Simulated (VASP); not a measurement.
Ge: relaxation of cell and atoms with revPBE+D3

Ge:

```
Ge
1.0
     0.00000    2.82891    2.82891
     2.82891    0.00000    2.82891
     2.82891    2.82891    0.00000
Ge
2
Direct
  0.75000 0.75000 0.75000
  0.50000 0.50000 0.50000
```

* Program: VASP 6.6.1
* Task: relaxation of cell and atoms
* Functional: revPBE
* Dispersion: D3
* Potentials or basis: VASP PAW PBE potentials, release 64 (Ge_d)
* Cutoff: 600 eV
* k mesh: 8 × 8 × 8
* Occupations: fermi-dirac, width 0.05 eV
* Spin: no spin polarisation
* Further INCAR settings: ALGO = Fast; EDIFF = 1e-06; IBRION = 2; EDIFFG = -0.01; NSW = 60; ISIF = 3

```json
{
  "Relaxed volume": "23.76 Å³/atom",
  "Relaxed cell": "a = 4.066 Å, b = 4.066 Å, c = 4.066 Å, α = 60.00°, β = 60.00°, γ = 60.00°",
  "Space group after relaxing (to 0.05 Å)": "Fd-3m (No. 227)",
  "Energy gained by relaxing": "11.0 meV/atom",
  "Ionic steps": "3",
  "Pressure after relaxing": "0.0 GPa",
  "Band gap on the k mesh": "none (metal or under the smearing width)",
  "Dispersion energy per atom": "-0.322 eV"
}
```

The path:
```tsv
step	energy change (eV)	largest force (eV/Å)	pressure (GPa)	volume (Å³)
1	0.0000	0.0000	3.29	45.28
2	-0.0191	0.0000	-1.06	48.39
3	-0.0220	0.0000	-0.01	47.52
```

Final structure:
```xyz
2
Lattice="0.0000 2.8749 2.8749 2.8749 0.0000 2.8749 2.8749 2.8749 0.0000" Properties=species:S:1:pos:R:3 pbc="T T T"
Ge    4.3123    4.3123    4.3123
Ge    2.8749    2.8749    2.8749
```

Levels at points of the mesh, in eV from the Fermi level:
```csv
k point,band 12,band 13,band 14,band 15,band 16,band 17
"(0.00, 0.00, 0.00)",-0.32,0.00,0.00,0.00,2.54,2.54
"(0.50, 0.00, 0.00)",-7.36,-1.33,-1.33,0.10,3.73,3.73
"(0.50, 0.50, 0.00)",-8.69,-2.91,-2.91,0.87,0.87,9.16
```

It took 53 s on 1 thread of Intel(R) Xeon(R) Platinum 8259CL CPU @ 2.50GHz (Skylake/Cascade Lake), with other jobs on the host, peak memory 0.2 GiB.

The cell as given is a measured one (22.64 Å³/atom); revPBE+D3 puts the equilibrium volume +5.0 % from it, thermal expansion not counted.

Caveat: the PAW data sets were made with another functional, which shifts forces and pressure a little; pairwise dispersion overbinds metals, which lowers pressure and volume; this crystal is a semiconductor, whose small gap the functional closes, so the metal is an error of the method.
